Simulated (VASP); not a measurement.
Here is a VASP 6.6.1 calculation.

The input INCAR:

```
PREC     = Accurate       # precision mode
ENCUT    = 580            # plane-wave cutoff, eV
EDIFF    = 1E-6           # SCF threshold, eV
ISMEAR   = -1             # smearing method
SIGMA    = 0.05           # smearing width, eV
LREAL    = F              # projectors in reciprocal space
LASPH    = T              # aspherical terms in the spheres
NELM     = 100            # most SCF steps
ALGO     = Normal         # electronic algorithm
ISIF     = 3              # what is computed and relaxed
LWAVE    = F              # write WAVECAR
LCHARG   = F              # write CHGCAR
GGA      = PE             # functional
IBRION   = 2              # ionic algorithm
NSW      = 40             # ionic steps
EDIFFG   = -0.005         # ionic threshold
```

File KPOINTS:

```
regular mesh
0
Gamma
  8 8 8
```

The input POSCAR:

```
GaSb
1.0
    0.0000000000      3.0590000000      3.0590000000
    3.0590000000      0.0000000000      3.0590000000
    3.0590000000      3.0590000000      0.0000000000
Sb Ga
1 1
Direct
    0.7500000000      0.7500000000      0.7500000000
    0.0000000000      0.0000000000      0.0000000000
```

Potentials or basis: VASP PAW PBE potentials, release 64 (Sb, Ga).

Command:

```console
$ cat potpaw_PBE.64/Sb/POTCAR potpaw_PBE.64/Ga/POTCAR > POTCAR
$ mpirun -np 1 vasp_std > vasp.out
```

What does it give for the band gap on the k mesh?

None (metal or under the smearing width).

Estimate the relaxed cell.

a = 4.401 Å, b = 4.401 Å, c = 4.401 Å, α = 60.00°, β = 60.00°, γ = 60.00°.

The path:
| step | energy change (eV) | largest force (eV/Å) | pressure (GPa) | volume (Å³) |
| --- | --- | --- | --- | --- |
| 1 | 0.0000 | 0.0000 | 2.61 | 57.25 |
| 2 | -0.0215 | 0.0000 | -0.67 | 61.20 |
| 3 | -0.0235 | 0.0000 | 0.00 | 60.26 |

Caveat: this crystal is a semiconductor, whose small gap the functional closes, so the metal is an error of the method. Spin-orbit coupling is left out, which matters for the levels of Sb.
